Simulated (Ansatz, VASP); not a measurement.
Given: the input of a run of Ansatz 0.2.0 on Si2Ni.

Contents of input.yaml:

```yaml
crystal:
  lattice:
    - [0.0, 2.7209011839, 2.7209011839]
    - [2.7209011839, 0.0, 2.7209011839]
    - [2.7209011839, 2.7209011839, 0.0]
  atoms:
    - { symbol: Ni, position: [0.0, 0.0, 0.0], spin: 1.0 }
    - { symbol: Si, position: [0.75, 0.75, 0.75] }
    - { symbol: Si, position: [0.25, 0.25, 0.25] }
hamiltonian:
  xc: pbesol
  pseudopotentials: { kind: paw }
magnetization:
  spin_polarized: true
kpoints:
  mp_grid: { grid: [9, 9, 9] }
scf:
  occupations: { method: fermi_dirac, width: 0.05 }
output:
  forces: true
  stress: true
  eigenvalues: true
```

Potentials or basis: Ansatz PAW.

The run is started by

```sh
$ ansatz run input.yaml --threads 1 --pin off --max-ram 3584MiB --backend cpu --events-out ev --progress --plain --runs-dir out
```

**Question.** Set up the same calculation for VASP 6.6.1. Potentials there: VASP PAW PBE potentials, release 64 (Ni, Si).

**Answer.** As run (the cutoff follows the program's own potentials):

The input INCAR:

```
SYSTEM = Si2Ni
PREC     = Accurate       ! precision mode
ENCUT    = 520            ! plane-wave cutoff, eV
EDIFF    = 1E-7           ! SCF threshold, eV
ISMEAR   = -1             ! smearing method
SIGMA    = 0.05           ! smearing width, eV
LREAL    = .FALSE.        ! projectors in reciprocal space
LASPH    = .TRUE.         ! aspherical terms in the spheres
NELM     = 120            ! most SCF steps
ALGO     = Normal         ! electronic algorithm
ISIF     = 2              ! what is computed and relaxed
LWAVE    = .FALSE.        ! write WAVECAR
LCHARG   = .FALSE.        ! write CHGCAR
ISPIN    = 2              ! spin polarisation
MAGMOM   = 1 0 0          ! initial moments
LORBIT   = 11             ! projections on sites
LMAXMIX  = 4              ! l up to which the mixer works
GGA      = PS             ! functional
NBANDS   = 20             ! bands
```

Contents of KPOINTS:

```
Automatic mesh
0
G
  9 9 9
  0 0 0
```

Contents of POSCAR:

```
Si2Ni
1.0
    0.0000000000      2.7209011839      2.7209011839
    2.7209011839      0.0000000000      2.7209011839
    2.7209011839      2.7209011839      0.0000000000
Ni Si
1 2
Direct
    0.0000000000      0.0000000000      0.0000000000
    0.7500000000      0.7500000000      0.7500000000
    0.2500000000      0.2500000000      0.2500000000
```

Potentials or basis: VASP PAW PBE potentials, release 64 (Ni, Si).

Run with:

```sh
$ cat potpaw_PBE.64/Ni/POTCAR potpaw_PBE.64/Si/POTCAR > POTCAR
$ mpirun -np 1 vasp_std > vasp.out
```

Both were run:

|  | VASP | Ansatz | Ansatz less VASP |
| --- | --- | --- | --- |
| gap on the k mesh at the Fermi level (eV) | none | none | - |
| pressure (GPa) | -3.7 | -3.8 | -0.12 |
| net moment per atom (μB) | 0.00 | 0.00 | 0.000 |

A gap of «none» marks a metal or a gap that the smearing closes. The two sets of potentials don't hold the same shells in valence.

Caveats: the PAW data sets were made with another functional, which shifts forces and pressure a little (VASP); the PAW data sets come from PBE, with cores solved anew for the run's functional, which leaves a small shift of forces and pressure (Ansatz); the starting moments weren't kept (Ansatz).
